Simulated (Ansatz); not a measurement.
**Two Ansatz runs on ZrS₂**

The cell is the one relaxed in the Materials Project (mp-1186), not relaxed further here; entries there can be hypothetical.

First run: DFT, r2SCAN, PAW with Ansatz's default frozen-core files, scalar-relativistic (Ansatz 0.2.0).

Command: `ansatz run input.yaml --threads 1 --pin off --max-ram 4096MiB --backend cpu --events-out ev --progress --plain --runs-dir out` The run took about 44 s on 1 thread of a shared machine.

```yaml
crystal:
  lattice:
    - [3.6913825498, 0.0, 0.0]
    - [-1.8456912749, 3.1968310632, 0.0]
    - [0.0, 0.0, 6.04107701]
  atoms:
    - { symbol: Zr, position: [0.0, 0.0, 0.0] }
    - { symbol: S, position: [0.6666666667, 0.3333333333, 0.76209003] }
    - { symbol: S, position: [0.3333333333, 0.6666666667, 0.23790997] }
kpoints:
  mp_grid: { grid: [8, 8, 5] }
  band_path:
    path:
      - [0.0, 0.0, 0.0]
      - [0.5, 0.0, 0.0]
      - [0.3333333333, 0.3333333333, 0.0]
      - [0.0, 0.0, 0.0]
      - [0.0, 0.0, 0.5]
      - [0.5, 0.0, 0.5]
      - [0.3333333333, 0.3333333333, 0.5]
      - [0.0, 0.0, 0.5]
      - [0.5, 0.0, 0.5]
    npoints: 8
scf:
  occupations: { method: fermi_dirac, width: 0.03 }
hamiltonian:
  xc: r2scan
  pseudopotentials: { kind: paw }
output:
  forces: true
  stress: true
  eigenvalues: true
  efg: { contact_densities: true }
  populations: true
  bader: true
  dos: { projected: true, de: 0.2, e_range: [-14, 8] }
  write_density: true
  write_potential: true
  elf: true
  volumetric_format: npy
```

Result: converged; pressure 0.00 GPa; largest force 0.020 eV/Å; gap on the k mesh 1.36 eV (the mesh can miss the band edges); 6 SCF iterations.

A second input differs as follows:

```diff
@@ -24,4 +24,6 @@
 scf:
   occupations: { method: fermi_dirac, width: 0.03 }
+  convergence: { dr2_threshold: 1.0e-20 }
+  max_iter: 100
 hamiltonian:
   xc: r2scan
@@ -33,9 +35,3 @@
   efg: { contact_densities: true }
   populations: true
-  bader: true
-  dos: { projected: true, de: 0.2, e_range: [-14, 8] }
-  write_density: true
-  write_potential: true
-  elf: true
-  volumetric_format: npy
```

**Question.** Does the change harm the result?

**Answer.** Not here: the run converged; energy at zero smearing 0.0 meV/atom from the first run; pressure 0.00 GPa; largest force 0.020 eV/Å; gap on the k mesh 1.36 eV (the mesh can miss the band edges); 15 SCF iterations, so the odd setting did no harm in this case.
